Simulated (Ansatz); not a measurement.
# WS2: the cost of one run

Method: DFT PBE, scalar-relativistic, plane waves, PAW, in Ansatz 0.2.0.

## Step 1: The structure to begin with

The structure is trigonal, space group R3m (No. 160). Conventional cell: a = 3.158 Å, b = 3.158 Å, c = 18.490 Å, α = 90.00°, β = 90.00°, γ = 120.00°. W (site symmetry 3m) has 6 S at 2.39 to 2.42 Å as nearest neighbours. Around S (site symmetry 3m) lie 3 W at 2.39 Å. S (site symmetry 3m) has 3 W at 2.42 Å as nearest neighbours.

Coordinates:

```cif
data_structure
_symmetry_space_group_name_H-M 'P 1'
_symmetry_Int_Tables_number 1
_cell_length_a 6.3160
_cell_length_b 10.9396
_cell_length_c 12.4608
_cell_angle_alpha 94.196
_cell_angle_beta 97.280
_cell_angle_gamma 90.000
_cell_volume 851.71
loop_
_atom_site_label
_atom_site_type_symbol
_atom_site_fract_x
_atom_site_fract_y
_atom_site_fract_z
_atom_site_occupancy
W1 W 0.00000 0.00000 0.00000 1
W2 W 0.50000 0.00000 0.00000 1
W3 W 0.25000 0.25000 0.00000 1
W4 W 0.37500 0.12500 0.50000 1
W5 W 0.75000 0.25000 0.00000 1
W6 W 0.87500 0.12500 0.50000 1
W7 W 0.50000 0.50000 0.00000 1
W8 W 0.62500 0.37500 0.50000 1
W9 W 0.00000 0.50000 0.00000 1
W10 W 0.12500 0.37500 0.50000 1
W11 W 0.75000 0.75000 0.00000 1
W12 W 0.87500 0.62500 0.50000 1
W13 W 0.25000 0.75000 0.00000 1
W14 W 0.37500 0.62500 0.50000 1
W15 W 0.12500 0.87500 0.50000 1
W16 W 0.62500 0.87500 0.50000 1
S1 S 0.09364 0.03121 0.37455 1
S2 S 0.59364 0.03121 0.37455 1
S3 S 0.34364 0.28121 0.37455 1
S4 S 0.46864 0.15621 0.87455 1
S5 S 0.84364 0.28121 0.37455 1
S6 S 0.96864 0.15621 0.87455 1
S7 S 0.59364 0.53121 0.37455 1
S8 S 0.71864 0.40621 0.87455 1
S9 S 0.09364 0.53121 0.37455 1
S10 S 0.21864 0.40621 0.87455 1
S11 S 0.84364 0.78121 0.37455 1
S12 S 0.96864 0.65621 0.87455 1
S13 S 0.34364 0.78121 0.37455 1
S14 S 0.46864 0.65621 0.87455 1
S15 S 0.21864 0.90621 0.87455 1
S16 S 0.71864 0.90621 0.87455 1
S17 S 0.15712 0.05237 0.62850 1
S18 S 0.65712 0.05237 0.62850 1
S19 S 0.40713 0.30238 0.62850 1
S20 S 0.53212 0.17738 0.12850 1
S21 S 0.90712 0.30238 0.62850 1
S22 S 0.03212 0.17738 0.12850 1
S23 S 0.65712 0.55237 0.62850 1
S24 S 0.78212 0.42738 0.12850 1
S25 S 0.15712 0.55237 0.62850 1
S26 S 0.28212 0.42738 0.12850 1
S27 S 0.90712 0.80237 0.62850 1
S28 S 0.03212 0.67737 0.12850 1
S29 S 0.40712 0.80237 0.62850 1
S30 S 0.53212 0.67737 0.12850 1
S31 S 0.28212 0.92737 0.12850 1
S32 S 0.78212 0.92737 0.12850 1
```

The runs take a perfect supercell of 48 atoms; the defect goes to fractional position (0.250, 0.417, 0.250).

## Step 2: The perfect supercell

input.yaml

```yaml
crystal:
  lattice:
    - [-3.158, -5.469816, -1.0e-06]
    - [9.474, -5.469816, 0.0]
    - [0.0, 1.823272, 12.326667]
  atoms:
    - { symbol: W, position: [0.0, 0.0, 0.0] }
    - { symbol: W, position: [0.5, 0.0, 0.0] }
    - { symbol: W, position: [0.25, 0.25, 0.0] }
    - { symbol: W, position: [0.375, 0.125, 0.5] }
    - { symbol: W, position: [0.75, 0.25, 0.0] }
    - { symbol: W, position: [0.875, 0.125, 0.5] }
    - { symbol: W, position: [0.5, 0.5, 0.0] }
    - { symbol: W, position: [0.625, 0.375, 0.5] }
    - { symbol: W, position: [0.0, 0.5, 0.0] }
    - { symbol: W, position: [0.125, 0.375, 0.5] }
    - { symbol: W, position: [0.75, 0.75, 0.0] }
    - { symbol: W, position: [0.875, 0.625, 0.5] }
    - { symbol: W, position: [0.25, 0.75, 0.0] }
    - { symbol: W, position: [0.375, 0.625, 0.5] }
    - { symbol: W, position: [0.125, 0.875, 0.5] }
    - { symbol: W, position: [0.625, 0.875, 0.5] }
    - { symbol: S, position: [0.093637, 0.031212, 0.374548] }
    - { symbol: S, position: [0.593638, 0.031213, 0.374552] }
    - { symbol: S, position: [0.343637, 0.281212, 0.374548] }
    - { symbol: S, position: [0.468637, 0.156212, 0.874548] }
    - { symbol: S, position: [0.843637, 0.281212, 0.374548] }
    - { symbol: S, position: [0.968637, 0.156212, 0.874548] }
    - { symbol: S, position: [0.593637, 0.531212, 0.374548] }
    - { symbol: S, position: [0.718637, 0.406212, 0.874548] }
    - { symbol: S, position: [0.093637, 0.531212, 0.374548] }
    - { symbol: S, position: [0.218637, 0.406212, 0.874548] }
    - { symbol: S, position: [0.843637, 0.781212, 0.374548] }
    - { symbol: S, position: [0.968637, 0.656212, 0.874548] }
    - { symbol: S, position: [0.343637, 0.781212, 0.374548] }
    - { symbol: S, position: [0.468637, 0.656212, 0.874548] }
    - { symbol: S, position: [0.218637, 0.906212, 0.874548] }
    - { symbol: S, position: [0.718637, 0.906212, 0.874548] }
    - { symbol: S, position: [0.157125, 0.052375, 0.6285] }
    - { symbol: S, position: [0.657125, 0.052375, 0.6285] }
    - { symbol: S, position: [0.407125, 0.302375, 0.6285] }
    - { symbol: S, position: [0.532125, 0.177375, 0.1285] }
    - { symbol: S, position: [0.907125, 0.302375, 0.6285] }
    - { symbol: S, position: [0.032125, 0.177375, 0.1285] }
    - { symbol: S, position: [0.657125, 0.552375, 0.6285] }
    - { symbol: S, position: [0.782125, 0.427375, 0.1285] }
    - { symbol: S, position: [0.157125, 0.552375, 0.6285] }
    - { symbol: S, position: [0.282125, 0.427375, 0.1285] }
    - { symbol: S, position: [0.907125, 0.802375, 0.6285] }
    - { symbol: S, position: [0.032125, 0.677375, 0.1285] }
    - { symbol: S, position: [0.407125, 0.802375, 0.6285] }
    - { symbol: S, position: [0.532125, 0.677375, 0.1285] }
    - { symbol: S, position: [0.282125, 0.927375, 0.1285] }
    - { symbol: S, position: [0.782125, 0.927375, 0.1285] }
basis:
  ecutwfc: 420
  fft_grid_basis: typed
kpoints:
  mp_grid: { grid: [2, 1, 1] }
hamiltonian:
  xc: pbe
  pseudopotentials: { kind: paw }
scf:
  occupations: { method: gaussian, width: 0.05 }
output:
  forces: true
  stress: false
  eigenvalues: true
  bader: false
  write_density: true
  volumetric_format: npy
```

Launch:

```bash
ansatz run input.yaml --threads 4 --pin off --max-ram 10240MiB --backend cpu --events-out ev --progress --plain --runs-dir out
```

**Question.** How long does this run take on 4 threads of Arm Neoverse N1, shared host, and how much memory does it need?

About 15 s, with a peak of 2.2 GiB.
